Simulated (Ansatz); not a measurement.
input.yaml (Ansatz)

```yaml
crystal:
  lattice:
    - [-1.7091956497, 1.7090995758, 1.1784226809]
    - [1.7090995758, -1.7091956497, 1.1784226809]
    - [2.8045676686, 2.8045676686, -1.1785986406]
  atoms:
    - { symbol: Cr, position: [0.9999698576, 3.01424e-05, 1.0], spin: 1.5 }
    - { symbol: Cr, position: [0.7500301424, 0.2499698576, 0.5], spin: -1.5 }
hamiltonian:
  xc: pbe
  pseudopotentials:
    kind: paw
    azcp:
      Cr: "pseudopotentials/Cr.paw.azcp"
basis:
  ecutwfc: 420
  fft_grid_basis: typed
kpoints:
  mp_grid: { grid: [17, 17, 9], shift: [0, 0, 0] }
magnetization:
  spin_polarized: true
scf:
  occupations: { method: fermi_dirac, width: 0.05 }
  lower_state_search: "off"
output:
  stress: true
```

Output

```
Engine: ansatz 0.2.0, x86_64-unknown-linux-gnu
Pseudopotentials: kind: paw
Pseudopotential: Cr, paw, valence charge 14, recommended cutoff 420 eV (normal) 
Functional definition: PBE
  parameter kappa = 0.804
  parameter beta = 0.06672455060314922
  exchange = pbe_x(kappa = kappa, mu = beta*pi^2/3)
  correlation = pbe_c(beta = beta)
Crystal: 2 atoms, lattice volume = 22.594 Å³
Basis set: ecut = 420 eV, 435 PW (Γ)
Bands: 20, of which v1, the nominal top of the filled ones, is band 14 counted from 1 (13 counted from 0)
Symmetry: 2 space group operations
Space group: C2 (ITA 5), of the structure as read, at distance tolerance 2.8e-5 Å
Magnetic group: BNS 15.88 (UNI 95), of the structure as read, at distance tolerance 2.8e-5 Å
k-points: 693 of 2601 (time reversal used)
Non-local potential: Cr, projectors of the file, l = 0: 3, l = 1: 2, l = 2: 3, l = 3: 1
PAW form: soft (Blöchl's): semilocal exchange-correlation on the pseudo side does not see the compensation charge
PAW one-centre angular grid: Cr, 590 points (default); XC on 64 Gauss nodes
Initial density: superposition of atomic densities (chi_scale 0.1, normalization cell)
Starting moments: Σ|m| = 3 μB on 2 of 2 sites
Starting magnetic order: antiferromagnet; an inversion exchanges its spin sublattices: spin-degenerate at every k-point
Initial wavefunctions: pseudopotential atomic-orbital guess
Functional: x = pbe(κ = 0.804, μ = 0.2195149727645171), c = pbe(β = 0.06672455060314922)
SCF iter   1: F=—  HF=-6757.563553 eV  |F-HF|=—  |Δ(HF+E_count)|=         —  Δρ=1.48e-1 (↑1.48e-1 ↓1.48e-1)  dr2=9.99e0  dr2_m=1.69e0  M=-0.000 μB ∫|m|=1.341 μB  β_m=0.30  ethr=3.10e-3  ⟨swp⟩=3.7  Hψ=97881  notcnv=0
SCF iter   2: F=—  HF=-6755.632708 eV  |F-HF|=—  |Δ(HF+E_count)|=    1.93e0  Δρ=8.83e-2 (↑8.83e-2 ↓8.83e-2)  dr2=3.01e0  dr2_m=8.03e-1  M=0.000 μB ∫|m|=1.338 μB  β_m=0.30  ethr=3.10e-3  ⟨swp⟩=2.1  Hψ=60985  notcnv=0  defer=920
SCF iter   3: F=—  HF=-6754.937572 eV  |F-HF|=—  |Δ(HF+E_count)|=   6.95e-1  Δρ=4.25e-2 (↑4.25e-2 ↓4.25e-2)  dr2=7.91e-2  dr2_m=3.13e-1  M=0.000 μB ∫|m|=1.401 μB  β_m=0.30  ethr=3.10e-3  ⟨swp⟩=2.5  Hψ=54967  notcnv=0  defer=918
SCF iter   4: F=—  HF=-6754.935632 eV  |F-HF|=—  |Δ(HF+E_count)|=   1.94e-3  Δρ=3.68e-2 (↑3.68e-2 ↓3.67e-2)  dr2=3.99e-2  dr2_m=2.68e-1  M=-0.000 μB ∫|m|=1.233 μB  β_m=0.30  ethr=2.83e-4  ⟨swp⟩=3.0  Hψ=69841  notcnv=0  defer=492
SCF iter   5: F=—  HF=-6754.952196 eV  |F-HF|=—  |Δ(HF+E_count)|=   1.66e-2  Δρ=2.94e-2 (↑2.92e-2 ↓2.94e-2)  dr2=1.31e-3  dr2_m=1.77e-1  M=0.000 μB ∫|m|=1.149 μB  β_m=0.30  ethr=1.43e-4  ⟨swp⟩=2.5  Hψ=49056  notcnv=0  defer=492
SCF iter   6: F=—  HF=-6754.976079 eV  |F-HF|=—  |Δ(HF+E_count)|=   2.39e-2  Δρ=2.66e-2 (↑2.66e-2 ↓2.45e-2)  dr2=1.60e-3  dr2_m=1.35e-1  M=-0.000 μB ∫|m|=1.049 μB  β_m=0.30  ethr=4.67e-6  ⟨swp⟩=2.0  Hψ=53049  notcnv=0  defer=492
...
SCF iter  18: F=—  HF=-6755.057771 eV  |F-HF|=—  |Δ(HF+E_count)|=   3.11e-5  Δρ=2.60e-5 (↑2.58e-5 ↓2.60e-5)  dr2=4.54e-8  dr2_m=1.24e-7  M=-0.000 μB ∫|m|=0.000 μB  β_m=0.85  ethr=3.57e-10  ⟨swp⟩=4.9  Hψ=139939  notcnv=0
iter 19 did not close the SCF: its close was put off for a magnetic moment that had not settled (scf_convergence_deferred on its scf_iter line)
SCF iter  19: F=-6755.057772 eV  HF=-6755.057772 eV  |F-HF|=1.88e-9  |Δ(HF+E_count)|=   1.88e-7  Δρ=7.94e-6 (↑6.65e-6 ↓7.94e-6)  dr2=9.97e-9  dr2_m=7.01e-9  M=0.000 μB ∫|m|=0.000 μB  β_m=0.82  ethr=1.62e-10  ⟨swp⟩=3.5  Hψ=73525  notcnv=0
iter 20 did not close the SCF: its close was put off for a magnetic moment that had not settled (scf_convergence_deferred on its scf_iter line)
SCF iter  20: F=-6755.057772 eV  HF=-6755.057772 eV  |F-HF|=8.02e-10  |Δ(HF+E_count)|=   8.16e-9  Δρ=1.81e-6 (↑1.72e-6 ↓1.81e-6)  dr2=7.56e-11  dr2_m=6.19e-10  M=0.000 μB ∫|m|=0.000 μB  β_m=0.91  ethr=3.56e-11  ⟨swp⟩=1.0  Hψ=80730  notcnv=0
SCF iter  21: F=-6755.057772 eV  HF=-6755.057772 eV  |F-HF|=1.46e-11  |Δ(HF+E_count)|=   1.42e-9  Δρ=4.29e-7 (↑4.29e-7 ↓3.55e-7)  dr2=3.46e-11  dr2_m=2.73e-11  M=0.000 μB ∫|m|=0.000 μB  ethr=1.00e-12  ⟨swp⟩=1.0  Hψ=80100  notcnv=0
WARN: the starting moments were not kept: the SCF closed with an absolute magnetisation of 1.0e-5 μB, where they sum to 3 μB in size (2 sites). That is at most 0.1 of that sum. Measured as dr2_m measures the in/out step, that magnetisation stands 4.3e-11 eV from none, at or under the dr2_threshold of 1.0e-7 eV: it is no larger than a step whose dr2_m would equal this threshold. The system may hold no moment; this SCF shows only that its start led to no more than that. To try another start: raise the starting moments (crystal.atoms[].spin, magnetization.per_species, magnetization.initial_magnetization, or on a non-collinear deck that types none of these the spinor_matrix: blocks that start its atoms; where the total moment is fixed, keep their sum and leave initial_magnetization as it is; typed ones take the place of any that the run laid by itself, positive ones on a crystal's lanthanoids without a Hubbard term where scf.initial_density.shell_occupations: [] is typed) or, if the notice of its spin-set hold's release reads "site moments contracting" or "site moments show no strong build", lengthen the hold (scf.mixing.spin_hold: { on: { confirm: 4 } }; for m-r²SCAN on two components see the key's manual first). Each may lead to a state that holds a moment. A second SCF, from the converged charge density, with the starting moments and any scf.initial_density.shell_occupations laid on it anew, would have followed, and was not run: the deck does not ask for one (magnetization.retry_lost_moments is false, the default). To let it run, set magnetization.retry_lost_moments: true and run the deck again, where that key's refused combinations let it; where memory then withholds it, that run's warning says so.
SCF 1 converged in 21 iterations: F = -6755.057772 eV  dr2 = 3.46e-11
SCF converged after 21 iterations
Magnetization: 0.0000 μB (14.0000 up, 14.0000 down)
Absolute magnetization: 0.0000 μB (∫|ρ↑−ρ↓|, with the PAW one-centre terms)
Spin contamination: 0.0000 ħ² per cell (⟨S²⟩ above its minimum at these occupations)
Per-site moments (μB) at R_I (Å): [(-4.104886649368178e-6, 0.9721987133579879), (4.135184369920934e-6, 0.9721987133579879)]
Free energy (F): -6755.057772 eV
Harris-Foulkes:  -6755.057772 eV  (|F-HF|=1.46e-11)
Internal energy: -6755.044538 eV  (E = F + TS)
E sigma→0 (E₀):  -6755.051155 eV
Entropy (-TS):   -0.013234 eV (-6.617 meV/atom)
Fermi energy:    19.789341 eV
--- Per-component energies (eV) ---
  E_band       = -273.854978
  E_kinetic    = 689.658049
  E_local      = -2329.968460  (includes V_loc(G=0)·N_el)
  E_nonlocal   = 158.516192
  E_hartree    = 1023.570204
  E_xc         = -281.035523
  E_vxc        = -358.661910  (∫ρ·V_xc dr)
  E_paw        = -2390.849474  (= ΣΔE_a)
  E_vpaw       = -480.539898  (= ΣTr[D̂ρ^β])
  E_aug_tail   = 0.000733  (compensation charges beyond the density's cutoff)
  E_ewald      = -3624.936260
  E_smearing   = -0.013234  (= −TS)
  E_closure    = 0.000000  (closes the sum)
  Σ components = -6755.057772   (vs F -6755.057772, Δ=0.00e0)
--- Stress (GPa, compression-positive) ---
       10.806496       0.243301      -0.000829
        0.243301      10.806496      -0.000829
       -0.000829      -0.000829      10.946307
  P = ⅓ Tr σ = 10.8531 GPa (108.531 kbar)
```

Command:

```sh
ansatz run input.yaml --threads 2 --pin off --max-ram 6144MiB --backend cpu --events-out ev --progress --plain --runs-dir out
```

On 2 threads of Intel(R) Xeon(R) Platinum 8259CL CPU @ 2.50GHz (Skylake/Cascade Lake) (shared host) this took about 110 s of wall time and 200 s of CPU time.
